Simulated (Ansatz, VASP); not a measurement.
## Zr in VASP and in Ansatz

INCAR

```
SYSTEM = Zr
ALGO     = Normal         ! electronic algorithm
EDIFF    = 1E-6           ! SCF threshold, eV
ENCUT    = 520            ! plane-wave cutoff, eV
GGA      = RP             ! functional
ISIF     = 2              ! what is computed and relaxed
ISMEAR   = -1             ! smearing method
LASPH    = .TRUE.         ! aspherical terms in the spheres
LCHARG   = .FALSE.        ! write CHGCAR
LREAL    = .FALSE.        ! projectors in reciprocal space
LWAVE    = .FALSE.        ! write WAVECAR
NBANDS   = 12             ! bands
NELM     = 80             ! most SCF steps
PREC     = Accurate       ! precision mode
SIGMA    = 0.1            ! smearing width, eV
```

File KPOINTS:

```
k-points
0
G
  12 12 12
  0 0 0
```

File POSCAR:

```
Zr
1.0
    2.9805999685      0.0000000000      0.0000000000
    0.0000000000      2.9805999685      0.0000000000
    0.0000000000      0.0000000000      2.9805999685
Zr
1
Direct
    0.0000000000      0.0000000000      0.0000000000
```

Input for Ansatz:

```yaml
crystal:
  lattice:
    - [2.9805999685, 0.0, 0.0]
    - [0.0, 2.9805999685, 0.0]
    - [0.0, 0.0, 2.9805999685]
  atoms:
    - { symbol: Zr, position: [0.0, 0.0, 0.0] }
hamiltonian:
  xc: rpbe
  pseudopotentials:
    kind: paw
    azcp:
      Zr: "pseudopotentials/Zr.paw.azcp"
basis:
  ecutwfc: 420
  fft_grid_basis: typed
kpoints:
  mp_grid: { grid: [12, 12, 12], shift: [0, 0, 0] }
magnetization:
  spin_polarized: false
scf:
  occupations: { method: fermi_dirac, width: 0.1 }
  lower_state_search: "off"
output:
  stress: true
  write_density: true
  write_potential: true
  elf: true
  volumetric_format: npy
```

Alike in both runs: task single point; functional RPBE; k mesh 12 × 12 × 12; occupations fermi-dirac, width 0.1 eV; no spin polarisation.

```csv
,VASP,Ansatz
version,VASP 6.6.1,Ansatz 0.2.0
potentials or method,"VASP PAW PBE potentials, release 64 (Zr_sv)","plane waves (420 eV) with PAW, scalar-relativistic"
plane-wave cutoff (eV),520,420
valence electrons in the cell,12,12
```

```tsv
	VASP	Ansatz	Ansatz less VASP
pressure (GPa)	-2.0	-2.0	-0.02
```

Caveats: the PAW data sets were made with another functional, which shifts forces and pressure a little (VASP).
